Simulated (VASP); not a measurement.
# Rb (I4/mmm) in VASP: further runs, part 2 of 2

VASP 6.6.1. The steps go on from the part before.

**3. Single point, RPBE**

The input, run.py:

```python
from ase.calculators.vasp import Vasp
from ase.dft.bandgap import bandgap
from ase.io import read

atoms = read('Rb.cif', primitive_cell=True, subtrans_included=False)
calc = Vasp(
    directory='calc',
    xc='rpbe',
    pp='PBE',
    setups='minimal',
    prec='Accurate',
    encut=500,
    ediff=1e-06,
    ismear=0,
    sigma=0.05,
    lreal=False,
    lasph=True,
    nelm=80,
    algo='Normal',
    isif=2,
    lwave=False,
    lcharg=False,
    kpts=[7, 7, 7],
    gamma=True,
)
atoms.calc = calc

print('energy (eV):', atoms.get_potential_energy())
print('free energy (eV):', atoms.get_potential_energy(force_consistent=True))
print('forces (eV/A):')
print(atoms.get_forces())
print('stress (eV/A^3, Voigt):', atoms.get_stress())
print('Fermi level (eV):', calc.get_fermi_level())
gap, top, bottom = bandgap(calc)
print('band gap (eV):', gap, 'from (spin, k, band)', top, 'to', bottom)
```

The input, Rb.cif:

```cif
data_Rb
_cell_length_a 5.90902372
_cell_length_b 5.90902372
_cell_length_c 5.46169039
_cell_angle_alpha 90.00000000
_cell_angle_beta 90.00000000
_cell_angle_gamma 90.00000000
_space_group_name_H-M_alt 'I4/mmm'
_space_group_name_Hall '-I 4 2'
_space_group_IT_number 139
loop_
_space_group_symop_operation_xyz
'x,y,z'
'-x,-y,-z'
'-y,x,z'
'y,-x,-z'
'-x,-y,z'
'x,y,-z'
'y,-x,z'
'-y,x,-z'
'x,-y,-z'
'-x,y,z'
'-y,-x,-z'
'y,x,z'
'-x,y,-z'
'x,-y,z'
'y,x,-z'
'-y,-x,z'
'x+1/2,y+1/2,z+1/2'
'-x+1/2,-y+1/2,-z+1/2'
'-y+1/2,x+1/2,z+1/2'
'y+1/2,-x+1/2,-z+1/2'
'-x+1/2,-y+1/2,z+1/2'
'x+1/2,y+1/2,-z+1/2'
'y+1/2,-x+1/2,z+1/2'
'-y+1/2,x+1/2,-z+1/2'
'x+1/2,-y+1/2,-z+1/2'
'-x+1/2,y+1/2,z+1/2'
'-y+1/2,-x+1/2,-z+1/2'
'y+1/2,x+1/2,z+1/2'
'-x+1/2,y+1/2,-z+1/2'
'x+1/2,-y+1/2,z+1/2'
'y+1/2,x+1/2,-z+1/2'
'-y+1/2,-x+1/2,z+1/2'
loop_
_atom_site_label
_atom_site_type_symbol
_atom_site_symmetry_multiplicity
_atom_site_Wyckoff_symbol
_atom_site_fract_x
_atom_site_fract_y
_atom_site_fract_z
_atom_site_occupancy
Rb1 Rb 2 a 0.0000000000 0.0000000000 0.0000000000 1
```

Potentials or basis: VASP PAW PBE potentials, release 64 (Rb_pv).

Run with:

```
$ python run.py
```

Wall time 14 s (1 thread of AMD EPYC 9R45 (Zen 5), shared host); peak memory 0.18 GiB.

The run converged. Its results:

```yaml
Free_energy: -0.8075 eV
Pressure: 0.1 GPa
Band_gap_on_the_k_mesh: none (metal or under the smearing width)
```

Levels at points of the mesh, in eV from the Fermi level:
| k point | band 1 | band 2 | band 3 | band 4 | band 5 | band 6 | band 7 |
| --- | --- | --- | --- | --- | --- | --- | --- |
| (0.00, 0.00, 0.00) | -13.04 | -13.04 | -13.04 | -1.90 | 3.43 | 3.84 | 3.84 |

Caveat: the PAW data sets were made with another functional, which shifts forces and pressure a little.

**4. Single point, PBE**

The input, INCAR:

```
PREC = Accurate
ENCUT = 520
EDIFF = 1E-7
ISMEAR = 0
SIGMA = 0.05
LREAL = False
LASPH = True
NELM = 100
ALGO = Normal
ISIF = 2
LWAVE = False
LCHARG = False
GGA = PE
NBANDS = 10
```

The input, KPOINTS:

```
Automatic mesh
0
Gamma
  7 7 7
```

The input, POSCAR:

```
Rb
1.0
   -2.9545118615      2.9545118615      2.7308451955
    2.9545118615     -2.9545118615      2.7308451955
    2.9545118615      2.9545118615     -2.7308451955
Rb
1
Direct
    0.0000000000      0.0000000000      0.0000000000
```

Potentials or basis: VASP PAW PBE potentials, release 64 (Rb_sv).

Run with:

```
$ cat potpaw_PBE.64/Rb_sv/POTCAR > POTCAR
$ mpirun -np 1 vasp_std > vasp.out
```

OUTCAR:

```text
PREC = Accurate
   ENCUT = 520
   EDIFF = 1E-7
   ISMEAR = 0
   LREAL = False
   LASPH = True
   NELM = 100
   ISIF = 2
   GGA = PE

 ion  position               nearest neighbor table
   1  0.000  0.000  0.000-

  LATTYP: Found a body centered tetragonal cell.
 ALAT       =     5.9090237230
 C/A-ratio  =     0.9242965754

  Lattice vectors:

 A1 = (  -2.9545118615,   2.9545118615,   2.7308451955)
 A2 = (   2.9545118615,  -2.9545118615,   2.7308451955)
 A3 = (   2.9545118615,   2.9545118615,  -2.7308451955)

Analysis of symmetry for initial positions (statically):
=====================================================================
 Subroutine PRICEL returns:
 Original cell was already a primitive cell.

 Routine SETGRP: Setting up the symmetry group for a
 body centered tetragonal supercell.

 Subroutine GETGRP returns: Found 16 space group operations
 (whereof 16 operations were pure point group operations)
 out of a pool of 16 trial point group operations.

[... 180 lines left out ...]
 cond. band min:      -0.0841101743   @ k =  -0.4286   0.4286   0.1429
 fundamental gap:      0.0582863988
 Fermi energy:        -0.0942107387

 k-point     1 :       0.0000    0.0000    0.0000
  band No.  band energies     occupation
      1     -29.0188      2.00000
      2     -13.0653      2.00000
      3     -13.0653      2.00000
      4     -13.0649      2.00000
      5      -2.0004      2.00000
      6       3.2952      0.00000
      7       3.6975      0.00000
      8       3.6975      0.00000
      9       4.1697      0.00000
     10       4.7167      0.00000
[... 495 lines left out ...]
 k-point    40 :      -0.4286   -0.4286    0.4286
  band No.  band energies     occupation
      1     -29.0132      2.00000
      2     -13.1237      2.00000
      3     -13.1237      2.00000
      4     -13.1162      2.00000
      5       1.1714      0.00000
      6       1.1952      0.00000
      7       2.7574      0.00000
      8       2.7574      0.00000
      9       3.1257      0.00000
     10       5.2249      0.00000

------------------------ aborting loop because EDIFF is reached ----------------------------------------

  FORCE on cell =-STRESS in cart. coord.  units (eV):
  Direction    XX          YY          ZZ          XY          YZ          ZX
  --------------------------------------------------------------------------------------
  -------------------------------------------------------------------------------------
  Total       -0.0648011     -0.0648011     -0.0937616      0.0000000     -0.0000000      0.0000000
  in kB       -1.0888410     -1.0888410     -1.5754595      0.0000000     -0.0000000      0.0000000
  external PRESSURE =      -1.2510472 kB  Pullay stress =       0.0000000 kB

 VOLUME and BASIS-vectors are now :
 -----------------------------------------------------------------------------
  energy-cutoff  :      520.00
  volume of cell :       95.35
      direct lattice vectors                 reciprocal lattice vectors
    -2.954511861  2.954511861  2.730845196     0.000000000  0.169232693  0.183093498
     2.954511861 -2.954511861  2.730845196     0.169232693  0.000000000  0.183093498
     2.954511861  2.954511861 -2.730845196     0.169232693  0.169232693  0.000000000

 POSITION                                       TOTAL-FORCE (eV/Angst)
 -----------------------------------------------------------------------------------
      0.00000      0.00000      0.00000        -0.000000      0.000000      0.000000
 -----------------------------------------------------------------------------------
    total drift:                               -0.000000     -0.000000     -0.000000

  FREE ENERGIE OF THE ION-ELECTRON SYSTEM (eV)
  ---------------------------------------------------
  free  energy   TOTEN  =        -0.9382429664 eV

  energy  without entropy=       -0.9372386748  energy(sigma->0) =       -0.93774082
```

stdout:

```text
POSCAR found type information on POSCAR Rb
 POSCAR found :  1 types and       1 ions
 scaLAPACK will be used
 LDA part: xc-table for (Slater+PW92), standard interpolation
 POSCAR, INCAR and KPOINTS ok, starting setup
 FFT: planning ... GRIDC
 FFT: planning ... GRID_SOFT
 FFT: planning ... GRID
 WAVECAR not read
 entering main loop
```

Run time: 42 s. Hardware: 1 thread of AMD EPYC 7R13 (Zen 3), shared host; peak memory 0.2 GiB.

Results:

* Free energy: -0.9382 eV
* Pressure: -0.1 GPa
* Band gap on the k mesh: none (metal or under the smearing width)
